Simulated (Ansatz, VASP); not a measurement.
**AlN in VASP and in Ansatz**

The input INCAR:

```
ALGO = Normal
EDIFF = 1E-7
ENCUT = 520
GGA = PE
ISIF = 2
ISMEAR = 0
LASPH = True
LCHARG = False
LREAL = False
LWAVE = False
NBANDS = 16
NELM = 60
PREC = Accurate
SIGMA = 0.05
```

File KPOINTS:

```
k-points
0
Gamma
  9 9 6
```

Contents of POSCAR:

```
AlN
1.0
    3.3121157418      0.0000000000      0.0000000000
   -1.6560578709      2.8683763727      0.0000000000
    0.0000000000      0.0000000000      4.1875630000
Al N
2 2
Direct
    0.2810389408      0.5620778816      0.6067185735
    0.6666666667      0.3333333333      0.2500000000
    0.3333333333      0.6666666667      0.2500000000
    0.6666666667      0.3333333333      0.7500000000
```

Input for Ansatz:

```yaml
crystal:
  lattice:
    - [3.3121157418, 0.0, 0.0]
    - [-1.6560578709, 2.8683763727, 0.0]
    - [0.0, 0.0, 4.187563]
  atoms:
    - { symbol: Al, position: [0.2810389408, 0.5620778816, 0.6067185735] }
    - { symbol: Al, position: [0.6666666667, 0.3333333333, 0.25] }
    - { symbol: "N", position: [0.3333333333, 0.6666666667, 0.25] }
    - { symbol: "N", position: [0.6666666667, 0.3333333333, 0.75] }
basis:
  ecutwfc: 420
kpoints:
  mp_grid: { grid: [9, 9, 6] }
hamiltonian:
  xc: pbe
scf:
  occupations: { method: gaussian, width: 0.05 }
output:
  forces: true
  stress: true
  eigenvalues: true
```

Alike in both runs: task single point; functional PBE; k mesh 9 × 9 × 6; occupations gaussian, width 0.05 eV; no spin polarisation.

```csv
,VASP,Ansatz
version,VASP 6.6.1,Ansatz 0.2.0
potentials or method,"VASP PAW PBE potentials, release 64 (Al, N)","scalar-relativistic, plane waves, PAW"
plane-wave cutoff (eV),520,420
valence electrons in the cell,16,16
```

|  | VASP | Ansatz | Ansatz less VASP |
| --- | --- | --- | --- |
| gap on the k mesh at the Fermi level (eV) | 3.12 | 3.12 | 0.000 |
| least direct gap on the mesh (eV) | 3.12 | 3.12 | 0.000 |
| rms of the force components (eV/Å) | 5.876 | 5.832 | -0.0442 |

Atom by atom the forces differ by 0.047 eV/Å (rms over components). With one functional, cell and mesh, what is left measures potentials, basis and numerics.

Caveats: an odd mesh through Γ misses points on the zone boundary, where band edges often lie; forces of over 1 eV/Å show positions far from the minimum, so gaps and moduli don't describe the material at rest.
